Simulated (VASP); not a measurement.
Write the native input for VASP 6.6.1 that does the following.

| Item | Value |
| --- | --- |
| Task | work function |
| Functional | PBEsol |
| Potentials or basis | VASP PAW PBE potentials, release 64 (S, Hf_pv) |
| Cutoff | 520 eV |
| k mesh | 12 × 12 × 1 |
| Occupations | gaussian, width 0.03 eV |
| Spin | no spin polarisation |
| Dipole correction | yes |
| Further INCAR settings | ALGO = Normal; EDIFF = 1e-06 |

The structure of HfS2 lies in POSCAR:

```
HfS2                                    
1.0
    3.5643347360     -0.0000000000      0.0000000000
   -1.7821673680      3.0868044330      0.0000000000
    0.0000000000      0.0000000000     18.8800000000
  S               Hf            
     2     1
Direct
     0.3333330000000032    0.6666669999999968    0.4229817450415170
     0.6666669999999968    0.3333330000000032    0.5770182549584830
     0.0000000000000000    1.0000000000000000    0.5000000000000000
```

The cell was built by a generator and needn't be a form met in nature.

These files were run (other wordings do the same):

INCAR

```
SYSTEM = HfS2
  PREC = Accurate
  ENCUT = 520
  EDIFF = 1E-6
  ISMEAR = 0
  SIGMA = 0.03
  LREAL = .False.
  LASPH = .True.
  NELM = 60
  ALGO = Normal
  ISIF = 2
  LWAVE = .False.
  LCHARG = .True.
  LDIPOL = .True.
  IDIPOL = 3
  DIPOL = 0.5 0.5 0.500
  GGA = PS
  LVHAR = .True.
  LVACPOTAV = .True.
  KPAR = 4
```

KPOINTS

```
Automatic mesh
0
Gamma
  12 12 1
  0 0 0
```

Potentials or basis: VASP PAW PBE potentials, release 64 (S, Hf_pv).

Launch:

```sh
$ cat potpaw_PBE.64/S/POTCAR potpaw_PBE.64/Hf_pv/POTCAR > POTCAR
$ mpirun -np 4 vasp_std > vasp.out
```

It gave:

```yaml
Largest_force: 0.032 eV/Å
Band_gap_on_the_k_mesh: 1.02 eV, indirect (least direct gap 1.98 eV)
Ionisation_potential_of_the_upper_face: 6.23 eV
```

Caveat: the PAW data sets were made with another functional, which shifts forces and pressure a little; spin-orbit coupling is left out, which moves the levels of the heavy elements.

Wall time 34 s on 4 MPI ranks on Intel(R) Xeon(R) Platinum 8488C (Sapphire Rapids), on a shared host, peak memory 0.36 GiB a rank.
